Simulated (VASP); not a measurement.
The system is MgO.

```
Mg O
1.0
     2.58372    0.00000    0.00000
     0.00000    2.58372    0.00000
     0.00000    0.00000    2.58372
Mg O
1 1
Direct
  0.00000 0.00000 0.00000
  0.50000 0.50000 0.50000
```

The cell was built by a generator and needn't be a form met in nature.

| Item | Value |
| --- | --- |
| Program | VASP 6.6.1 |
| Task | relaxation of cell and atoms |
| Functional | r2SCAN |
| Potentials or basis | VASP PAW PBE potentials, release 64 (Mg, O) |
| Cutoff | 600 eV |
| k mesh | 10 × 10 × 10 |
| Occupations | gaussian, width 0.02 eV |
| Spin | no spin polarisation |

At the start: pressure 6.4 GPa; volume 8.62 Å³/atom.

Q: How do energy, volume and symmetry change on relaxing?

A: Over 3 steps the energy falls by 6.4 meV/atom and the volume is 8.95 Å³/atom (+3.8 %); space group Pm-3m (No. 221, to 0.05 Å).

Step by step:
| step | energy change (eV) | largest force (eV/Å) | pressure (GPa) | volume (Å³) |
| --- | --- | --- | --- | --- |
| 1 | 0.0000 | 0.0000 | 6.44 | 17.25 |
| 2 | -0.0113 | 0.0000 | -1.94 | 18.13 |
| 3 | -0.0127 | 0.0000 | 0.03 | 17.90 |

Final structure:
```
CELL_PARAMETERS angstrom
2.61593 0.00000 0.00000
0.00000 2.61593 0.00000
0.00000 0.00000 2.61593
ATOMIC_POSITIONS crystal
Mg 0.00000 0.00000 0.00000
O 0.50000 0.50000 0.50000
```

Caveat: the PAW data sets were made with another functional, which shifts forces and pressure a little.
